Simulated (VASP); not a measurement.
## CaF2 (Fluorite): relaxation of cell and atoms with LDA

The system is CaF2 (Fluorite).

```xyz
3
Lattice="0.0000 2.6665 2.6665 2.6665 0.0000 2.6665 2.6665 2.6665 0.0000" Properties=species:S:1:pos:R:3 pbc="T T T"
Ca    0.0000    0.0000    0.0000
F     1.3332    1.3332    1.3332
F     3.9997    3.9997    3.9997
```

```yaml
Program: VASP 6.6.1
Task: relaxation of cell and atoms
Functional: LDA
Potentials_or_basis: VASP PAW LDA potentials, release 64 (Ca_sv, F)
Cutoff: 600 eV
k_mesh: 8 × 8 × 8
Occupations: gaussian, width 0.03 eV
Spin: no spin polarisation
Further_INCAR_settings: ALGO = Normal; EDIFF = 1e-07; IBRION = 2; EDIFFG = -0.005; NSW = 90; ISIF = 3
```

* Relaxed volume: 12.65 Å³/atom
* Relaxed cell: a = 3.772 Å, b = 3.772 Å, c = 3.772 Å, α = 60.00°, β = 60.00°, γ = 60.00°
* Space group after relaxing (to 0.05 Å): Fm-3m (No. 225)
* Energy gained by relaxing: 0.0 meV/atom
* Ionic steps: 2
* Pressure after relaxing: 0.0 GPa
* Band gap on the k mesh: 7.33 eV, indirect (least direct gap 7.60 eV)

Final structure:
```cif
data_structure
_symmetry_space_group_name_H-M 'P 1'
_symmetry_Int_Tables_number 1
_cell_length_a 3.7722
_cell_length_b 3.7722
_cell_length_c 3.7722
_cell_angle_alpha 60.000
_cell_angle_beta 60.000
_cell_angle_gamma 60.000
_cell_volume 37.95
loop_
_atom_site_label
_atom_site_type_symbol
_atom_site_fract_x
_atom_site_fract_y
_atom_site_fract_z
_atom_site_occupancy
Ca1 Ca 0.00000 0.00000 0.00000 1
F1 F 0.25000 0.25000 0.25000 1
F2 F 0.75000 0.75000 0.75000 1
```

Levels at points of the mesh, in eV from the valence-band top:
```
           k point  band 8  band 9  band 10  band 11  band 12  band 13  band 14  band 15  band 16
(0.00, 0.00, 0.00)   -2.41   -2.41    -0.27    -0.27    -0.27     7.33     9.29     9.29    11.76
(0.50, 0.00, 0.00)   -1.74   -1.42    -1.36    -0.90    -0.90     9.55     9.55    10.12    10.65
(0.50, 0.50, 0.00)   -1.77   -1.77    -0.42    -0.42     0.00     8.05     9.84    10.39    11.31
```

Wall time 33 s on 1 thread of Intel(R) Xeon(R) Platinum 8259CL CPU @ 2.50GHz (Skylake/Cascade Lake), on a shared host, peak memory 0.16 GiB.

A k mesh can miss the band edges. As with any semilocal functional, this LDA gap is likely too small.
